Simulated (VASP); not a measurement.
# CdTe (F-43m) in VASP: further runs, part 2 of 2

VASP 6.6.1. Earlier steps stand in the parts before.

**6. Single point, PBEsol, non-collinear spin, zero start, spin-orbit coupling**

This run uses another cell than the first one, of 32.92 Å³/atom, 0.962 times its volume.

Contents of INCAR:

```
SYSTEM = CdTe
  ALGO = Normal
  EDIFF = 1E-7
  ENCUT = 520
  GGA = PS
  GGA_COMPAT = .False.
  ISIF = 2
  ISMEAR = -1
  LASPH = .True.
  LCHARG = .False.
  LNONCOLLINEAR = .True.
  LORBIT = 11
  LORBMOM = .True.
  LREAL = .False.
  LSORBIT = .True.
  LWAVE = .False.
  MAGMOM = 0 0 0 0 0 0
  NBANDS = 30
  NELM = 150
  PREC = Accurate
  SIGMA = 0.05
```

Contents of KPOINTS:

```
k-points
0
Gamma
  7 7 7
  0 0 0
```

Contents of POSCAR:

```
CdTe
1.0
    0.0000000000      3.2050000000      3.2050000000
    3.2050000000      0.0000000000      3.2050000000
    3.2050000000      3.2050000000      0.0000000000
Te Cd
1 1
Direct
    0.7500000000      0.7500000000      0.7500000000
    0.0000000000      0.0000000000      0.0000000000
```

Potentials or basis: VASP PAW PBE potentials, release 64 (Te, Cd).

The run is started by

```sh
$ cat potpaw_PBE.64/Te/POTCAR potpaw_PBE.64/Cd/POTCAR > POTCAR
$ mpirun -np 1 vasp_ncl > vasp.out
```

OUTCAR:

```text
SYSTEM = CdTe
   EDIFF = 1E-7
   ENCUT = 520
   GGA = PS
   ISIF = 2
   ISMEAR = -1
   LASPH = .True.
   LNONCOLLINEAR = .True.
   LORBIT = 11
   LREAL = .False.
   LSORBIT = .True.
   NELM = 150
   PREC = Accurate

 ion  position               nearest neighbor table
   1  0.750  0.750  0.750-   2 2.78   2 2.78   2 2.78   2 2.78
   2  0.000  0.000  0.000-   1 2.78   1 2.78   1 2.78   1 2.78

  LATTYP: Found a face centered cubic cell.
 ALAT       =     6.4100000000

  Lattice vectors:

 A1 = (   0.0000000000,   3.2050000000,   3.2050000000)
 A2 = (   3.2050000000,   0.0000000000,   3.2050000000)
 A3 = (   3.2050000000,   3.2050000000,   0.0000000000)

Analysis of symmetry for initial positions (statically):
=====================================================================
 Subroutine PRICEL returns:
 Original cell was already a primitive cell.

 Routine SETGRP: Setting up the symmetry group for a
 face centered cubic supercell.

 Subroutine GETGRP returns: Found 24 space group operations
 (whereof 24 operations were pure point group operations)
 out of a pool of 48 trial point group operations.

The static configuration has the point symmetry T_d .

Analysis of symmetry for dynamics (positions and initial velocities):
=====================================================================
 Subroutine PRICEL returns:
 Original cell was already a primitive cell.

 Routine SETGRP: Setting up the symmetry group for a
 face centered cubic supercell.

 Subroutine GETGRP returns: Found 24 space group operations
 (whereof 24 operations were pure point group operations)
 out of a pool of 48 trial point group operations.

The dynamic configuration has the point symmetry T_d .

Analysis of structural, dynamic, and magnetic symmetry:
=====================================================================
 Subroutine PRICEL returns:
 Original cell was already a primitive cell.

 Routine SETGRP: Setting up the symmetry group for a
 face centered cubic supercell.

 Subroutine GETGRP returns: Found 24 space group operations
 (whereof 24 operations were pure point group operations)
 out of a pool of 48 trial point group operations.

The overall configuration has the point symmetry T_d .

 Subroutine INISYM returns: Found 24 space group operations
 (whereof 24 operations are pure point group operations),
 and found     1 'primitive' translations

----------------------------------------------------------------------------------------

                                     Primitive cell

  volume of cell :      65.8437

  direct lattice vectors                    reciprocal lattice vectors
     0.000000000  3.205000000  3.205000000    -0.156006240  0.156006240  0.156006240
     3.205000000  0.000000000  3.205000000     0.156006240 -0.156006240  0.156006240
     3.205000000  3.205000000  0.000000000     0.156006240  0.156006240 -0.156006240

  length of vectors
     4.532554467  4.532554467  4.532554467     0.270210734  0.270210734  0.270210734

  position of ions in fractional coordinates (direct lattice)
     0.750000000  0.750000000  0.750000000
     0.000000000  0.000000000  0.000000000

  ion indices of the primitive-cell ions
   primitive index   ion index
                 1           1
                 2           2

----------------------------------------------------------------------------------------

 KPOINTS: k-points

[... 925 lines left out ...]
  Total        0.7779601      0.7779601      0.7779601      0.0000000      0.0000000      0.0000000
  in kB       18.9301385     18.9301385     18.9301385      0.0000000      0.0000000      0.0000000
  external PRESSURE =      18.9301385 kB  Pullay stress =       0.0000000 kB

 VOLUME and BASIS-vectors are now :
 -----------------------------------------------------------------------------
  energy-cutoff  :      520.00
  volume of cell :       65.84
      direct lattice vectors                 reciprocal lattice vectors
     0.000000000  3.205000000  3.205000000    -0.156006240  0.156006240  0.156006240
     3.205000000  0.000000000  3.205000000     0.156006240 -0.156006240  0.156006240
     3.205000000  3.205000000  0.000000000     0.156006240  0.156006240 -0.156006240

 POSITION                                       TOTAL-FORCE (eV/Angst)
 -----------------------------------------------------------------------------------
      4.80750      4.80750      4.80750         0.000000     -0.000000     -0.000000
      0.00000      0.00000      0.00000        -0.000000      0.000000      0.000000
 -----------------------------------------------------------------------------------
    total drift:                               -0.000000     -0.000000     -0.000000

  FREE ENERGIE OF THE ION-ELECTRON SYSTEM (eV)
  ---------------------------------------------------
  free  energy   TOTEN  =        -5.5993460645 eV

  energy  without entropy=       -5.5993073263  energy(sigma->0) =       -5.59932670

 orbital moment (x)

 # of ion     p       d       tot
 ----------------------------------------
  1         0.000   0.000   0.000
  2        -0.000  -0.000  -0.000
 ----------------------------------------
            0.000  -0.000  -0.000

 orbital moment (y)

 # of ion     p       d       tot
 ----------------------------------------
  1        -0.000  -0.000  -0.000
  2         0.000  -0.000  -0.000
 ----------------------------------------
           -0.000  -0.000  -0.000

 orbital moment (z)

 # of ion     p       d       tot
 ----------------------------------------
  1         0.000   0.000   0.000
  2         0.000  -0.000  -0.000
 ----------------------------------------
            0.000  -0.000  -0.000

 Spin-Orbit-Coupling matrix elements

 Ion:    1  E_soc:     -0.1937366
 l=   1
     0.0000000    -0.0322074    -0.0322074
    -0.0322074     0.0000000    -0.0322074
    -0.0322074    -0.0322074     0.0000000
 l=   2
     0.0000000    -0.0000321     0.0000000    -0.0000321    -0.0000499
    -0.0000321     0.0000000    -0.0000374    -0.0000321    -0.0000125
     0.0000000    -0.0000374     0.0000000    -0.0000374     0.0000000
    -0.0000321    -0.0000321    -0.0000374     0.0000000    -0.0000125
    -0.0000499    -0.0000125     0.0000000    -0.0000125     0.0000000
 l=   3
     0.0000000     0.0000000     0.0000000     0.0000000     0.0000000     0.0000000     0.0000000
     0.0000000     0.0000000     0.0000000     0.0000000     0.0000000     0.0000000     0.0000000
     0.0000000     0.0000000     0.0000000     0.0000000     0.0000000     0.0000000     0.0000000
     0.0000000     0.0000000     0.0000000     0.0000000     0.0000000     0.0000000     0.0000000
     0.0000000     0.0000000     0.0000000     0.0000000     0.0000000     0.0000000     0.0000000
     0.0000000     0.0000000     0.0000000     0.0000000     0.0000000     0.0000000     0.0000000
     0.0000000     0.0000000     0.0000000     0.0000000     0.0000000     0.0000000     0.0000000

 Ion:    2  E_soc:     -0.0623624
 l=   1
     0.0000000    -0.0033657    -0.0033657
    -0.0033657     0.0000000    -0.0033657
    -0.0033657    -0.0033657     0.0000000
 l=   2
     0.0000000    -0.0014128     0.0000000    -0.0014128    -0.0056152
    -0.0014128     0.0000000    -0.0042114    -0.0014128    -0.0014038
     0.0000000    -0.0042114     0.0000000    -0.0042114     0.0000000
    -0.0014128    -0.0014128    -0.0042114     0.0000000    -0.0014038
    -0.0056152    -0.0014038     0.0000000    -0.0014038     0.0000000
 l=   3
     0.0000000     0.0000000     0.0000000     0.0000000     0.0000000     0.0000000     0.0000000
     0.0000000     0.0000000     0.0000000     0.0000000     0.0000000     0.0000000     0.0000000
     0.0000000     0.0000000     0.0000000     0.0000000     0.0000000     0.0000000     0.0000000
     0.0000000     0.0000000     0.0000000     0.0000000     0.0000000     0.0000000     0.0000000
     0.0000000     0.0000000     0.0000000     0.0000000     0.0000000     0.0000000     0.0000000
     0.0000000     0.0000000     0.0000000     0.0000000     0.0000000     0.0000000     0.0000000
     0.0000000     0.0000000     0.0000000     0.0000000     0.0000000     0.0000000     0.0000000

 total charge

# of ion       s       p       d       tot
------------------------------------------
    1        1.351   2.062   0.024   3.437
    2        0.480   0.340   9.526  10.346
--------------------------------------------------
tot          1.831   2.402   9.550  13.784

 magnetization (x)

# of ion       s       p       d       tot
------------------------------------------
    1        0.000   0.000  -0.000  -0.000
    2        0.000  -0.000  -0.000   0.000
--------------------------------------------------
tot          0.000  -0.000  -0.000   0.000

 magnetization (y)

# of ion       s       p       d       tot
------------------------------------------
    1        0.000   0.000  -0.000  -0.000
    2        0.000   0.000  -0.000  -0.000
--------------------------------------------------
tot          0.000   0.000  -0.000  -0.000

 magnetization (z)

# of ion       s       p       d       tot
------------------------------------------
    1       -0.000   0.000  -0.000   0.000
    2       -0.000  -0.000  -0.000  -0.000
--------------------------------------------------
tot         -0.000  -0.000  -0.000  -0.000
```

OSZICAR:

```text
N       E                     dE             d eps       ncg     rms          rms(c)
DAV:   1     0.112453239401E+03    0.11245E+03   -0.80761E+03  1808   0.105E+03
DAV:   2    -0.549976354247E+00   -0.11300E+03   -0.10816E+03  1992   0.265E+02
DAV:   3    -0.579446903464E+01   -0.52445E+01   -0.52145E+01  2146   0.580E+01
DAV:   4    -0.585744526068E+01   -0.62976E-01   -0.62962E-01  2210   0.562E+00
DAV:   5    -0.585815934515E+01   -0.71408E-03   -0.71407E-03  2100   0.594E-01    0.646E+00
DAV:   6    -0.561681584651E+01    0.24134E+00   -0.42539E-01  1964   0.925E+00    0.503E+00
DAV:   7    -0.560047674472E+01    0.16339E-01   -0.13214E-01  1962   0.241E+00    0.251E+00
DAV:   8    -0.559945035032E+01    0.10264E-02   -0.89377E-03  2024   0.991E-01    0.107E+00
DAV:   9    -0.559927282750E+01    0.17752E-03   -0.42797E-04  2072   0.208E-01    0.330E-01
DAV:  10    -0.559932430597E+01   -0.51478E-04   -0.32766E-04  1974   0.183E-01    0.616E-02
DAV:  11    -0.559933471392E+01   -0.10408E-04   -0.29598E-05  2080   0.679E-02    0.272E-02
DAV:  12    -0.559934624549E+01   -0.11532E-04   -0.19664E-05  2102   0.326E-02    0.212E-02
DAV:  13    -0.559934603316E+01    0.21234E-06   -0.85557E-07  2062   0.119E-02    0.132E-02
DAV:  14    -0.559934606455E+01   -0.31390E-07   -0.89851E-07  1920   0.765E-03
   1 F= -.55993461E+01 E0= -.55993267E+01  d E =-.387382E-04  mag=     0.0000     0.0000    -0.0000
```

stdout:

```text
POSCAR found type information on POSCAR TeCd
 POSCAR found :  2 types and       2 ions
 scaLAPACK will be used
 -----------------------------------------------------------------------------
|                                                                             |
|                                                                             |
|     You enforced a specific xc type in the INCAR file but a different       |
|     I HOPE YOU KNOW WHAT YOU ARE DOING!                                     |
|                                                                             |
 -----------------------------------------------------------------------------

 LDA part: xc-table for (Slater+PW92), standard interpolation
 POSCAR, INCAR and KPOINTS ok, starting setup
 FFT: planning ... GRIDC
 FFT: planning ... GRID_SOFT
 FFT: planning ... GRID
 WAVECAR not read
 entering main loop
```

It took 6.6 min on 1 thread of AMD EPYC 7R13 (Zen 3), shared host; peak memory 0.39 GiB.

What came out:

| Quantity | Value |
| --- | --- |
| Free energy | -5.5993 eV |
| Pressure | 1.9 GPa |
| Net moment | 0.00 μB per cell |
| Valence electrons inside the program's atomic spheres | Te 3.44; Cd 10.35 |

Moments on the atoms (μB; x, y, z):
```
Te  0.00 0.00 0.00
Cd  0.00 0.00 0.00
```

Caveat: the PAW data sets were made with another functional, which shifts forces and pressure a little.

**7. The runs side by side**

```tsv
task	level	spin	cell	cutoff (eV)	gap on the mesh (eV)	pressure (GPa)
single point	revPBE+D4	off	a = 4.592 Å, angles 60.0°, 2 atoms	520	0.86	0.5
single point	revPBE+D4	off	a = 4.621 Å, angles 60.0°, 2 atoms	520	0.81	-0.3
single point	r2SCAN	off	a = 4.636 Å, angles 60.0°, 2 atoms	520	1.16	0.1
relaxation of cell and atoms	r2SCAN	off	relaxed from a = 4.533 Å, angles 60.0°, 2 atoms	600	1.15	0.0
single point	PBEsol	non-collinear, zero start, SOC	a = 4.533 Å, angles 60.0°, 2 atoms	520	-	1.9
```

Alike in all rows: potentials or basis VASP PAW PBE potentials, release 64 (Te, Cd); k mesh 7 × 7 × 7; smearing fermi-dirac 0.05 eV.

Caveats: the PAW data sets were made with another functional, which shifts forces and pressure a little; spin-orbit coupling is left out, which moves the levels of the heavy elements (some runs).

Total energies depend on the potentials used, so only differences within one code and one set of settings carry meaning.

**8. Against experiment**

Step 2. A measured gap of CdTe is 1.607 eV (0 K; a printed reference work, data compilation); the calculated 0.86 eV misses it by -0.74 eV. Spin-orbit coupling on Cd, Te is left out. The value is that of revPBE+D4, without temperature or zero-point motion. Semilocal functionals fall short of measured gaps as a rule.

Step 3. Against the measured gap of CdTe, 1.607 eV (0 K; a printed reference work, data compilation), the calculated 0.81 eV is off by -0.80 eV. Spin-orbit coupling on Cd, Te is left out. The value is that of revPBE+D4, without temperature or zero-point motion. Semilocal functionals fall short of measured gaps as a rule.

Step 4. A measured gap of CdTe is 1.607 eV (0 K; a printed reference work, data compilation); the calculated 1.16 eV misses it by -0.45 eV. Spin-orbit coupling on Cd, Te is left out. The value is that of r2SCAN, without temperature or zero-point motion.
